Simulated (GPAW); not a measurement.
# AlN in GPAW: the effect of basis set

AlN:

```
Al N
1.0
     0.00000    2.18399    2.18399
     2.18399    0.00000    2.18399
     2.18399    2.18399    0.00000
Al N
1 1
Direct
  0.00000 0.00000 0.00000
  0.25000 0.25000 0.25000
```

Measurements of this composition are mostly on another form, of space group No. 186.

Alike in all runs:

- Program: GPAW 26.7.0
- Task: single point
- Functional: PBE
- Potentials or basis: GPAW PAW data sets (gpaw-data 1.2.1)
- k mesh: 10 × 10 × 10
- Occupations: fermi-dirac, width 0.05 eV
- Spin: no spin polarisation

```tsv
basis set	cutoff	basis	grid spacing	gap on the mesh (eV)
pw	800 eV	pw	-	3.31
fd	-	fd	0.16 Å	3.31
lcao:dzp	-	lcao:dzp	0.18 Å	?
```

Task: What does the run with basis set lcao:dzp give?

Result: gap on the mesh 3.25 eV.

Caveats: the basis of atomic orbitals isn't converged, which shifts pressures, moduli and gaps (some runs).

A k mesh can miss the band edges.
